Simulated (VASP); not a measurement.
# Si (diamond): one PBE single-point calculation in two programs

```cif
data_structure
_symmetry_space_group_name_H-M 'P 1'
_symmetry_Int_Tables_number 1
_cell_length_a 3.8497
_cell_length_b 3.8497
_cell_length_c 3.8497
_cell_angle_alpha 60.000
_cell_angle_beta 60.000
_cell_angle_gamma 60.000
_cell_volume 40.34
loop_
_atom_site_label
_atom_site_type_symbol
_atom_site_fract_x
_atom_site_fract_y
_atom_site_fract_z
_atom_site_occupancy
Si1 Si 0.00000 0.00000 0.00000 1
Si2 Si 0.25000 0.25000 0.25000 1
```

The two codes use different PAW datasets and cutoffs. VASP's cell holds 8 valence electrons and Ansatz's 8. Ansatz's stress includes a Pulay correction; VASP's doesn't.

Cutoffs: 520 eV in VASP, 420 eV in Ansatz. k meshes: 8×8×8 and 8×8×8.

|  | VASP | Ansatz |
| --- | --- | --- |
| gap between bands v and c | 0.59 eV | 0.58 eV |
| least direct gap | 2.56 eV | 2.56 eV |
| pressure | 1.2 GPa | 1.3 GPa |

Band v is the last that the valence electrons fill when counted band by band, and c is the next. Levels in eV from the top of v, Ansatz:

```csv
point,v−1,v,c,c+1
Γ,0.00,0.00,2.56,2.56
X,-2.83,-2.83,0.72,0.72
K,-4.27,-2.41,1.21,4.12
L,-1.19,-1.19,1.51,3.34
W,-3.82,-3.82,4.27,4.27
```

VASP:

```
point    v−1      v     c   c+1
    Γ   0.00   0.00  2.56  2.56
    X  -2.83  -2.83  0.73  0.73
    K  -4.26  -2.41  1.22  4.12
    L  -1.19  -1.19  1.51  3.34
    W  -3.82  -3.82  4.27  4.27
```
